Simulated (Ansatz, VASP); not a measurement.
# Zr3H in VASP and in Ansatz

The input INCAR:

```
SYSTEM = Zr3H
  PREC = Accurate
  ENCUT = 600
  EDIFF = 1E-6
  ISMEAR = 0
  SIGMA = 0.1
  LREAL = .False.
  LASPH = .True.
  NELM = 80
  ALGO = Normal
  ISIF = 3
  LWAVE = .False.
  LCHARG = .False.
  GGA = PE
  IBRION = 2
  NSW = 90
  EDIFFG = -0.04
```

KPOINTS

```
regular mesh
0
Gamma
  6 6 6
  0 0 0
```

POSCAR

```
Zr3H
1.0
    4.4302332200      0.0000000000      0.0000000000
   -2.2151166100      3.8366945100      0.0000000000
    0.0000000000      0.0000000000      3.7264629400
Zr H
3 1
Direct
    0.5000000000      0.0000000000      0.5000000000
    0.0000000000      0.5000000000      0.5000000000
    0.5000000000      0.5000000000      0.5000000000
    0.0000000000      0.0000000000      0.5000000000
```

Input for Ansatz:

```yaml
crystal:
  lattice:
    - [4.43023322, 0.0, 0.0]
    - [-2.21511661, 3.83669451, 0.0]
    - [0.0, 0.0, 3.72646294]
  atoms:
    - { symbol: Zr, position: [0.5, 0.0, 0.5] }
    - { symbol: Zr, position: [0.0, 0.5, 0.5] }
    - { symbol: Zr, position: [0.5, 0.5, 0.5] }
    - { symbol: H, position: [0.0, 0.0, 0.5] }
basis:
  ecutwfc: 420
kpoints:
  mp_grid: { grid: [6, 6, 6] }
hamiltonian:
  xc: pbe
scf:
  occupations: { method: gaussian, width: 0.1 }
  lower_state_search: "off"
output:
  forces: true
  stress: true
  eigenvalues: true
relax:
  adjacent_minimum: "off"
  f_tol: 0.04
  max_steps: 70
  cell: { stress_tol: 0.4 }
```

Alike in both runs: task relaxation of cell and atoms; functional PBE; k mesh 6 × 6 × 6; occupations gaussian, width 0.1 eV; no spin polarisation.

|  | VASP | Ansatz |
| --- | --- | --- |
| version | VASP 6.6.1 | Ansatz 0.2.0 |
| potentials or method | VASP PAW PBE potentials, release 64 (Zr_sv, H) | scalar-relativistic, plane waves, PAW |
| plane-wave cutoff (eV) | 600 | 420 |
| valence electrons in the cell | 37 | 37 |

|  | VASP | Ansatz | Ansatz less VASP |
| --- | --- | --- | --- |
| gap on the k mesh at the Fermi level, each at its own relaxed structure (eV) | none | none | - |
| relaxed volume (Å³/atom) | 20.60 | 20.60 | +0.005 |
| relaxed cell length with the largest relative difference (Å) | 2.973 | 2.967 | -0.0056 |
| energy change over the relaxation (meV/atom) | -2261 | -2229 | +31.5 |

A gap of «none» marks a metal or a gap that the smearing closes.

Caveats: the volume moved by over 15 % at a fixed basis, so the end points are rough (VASP).
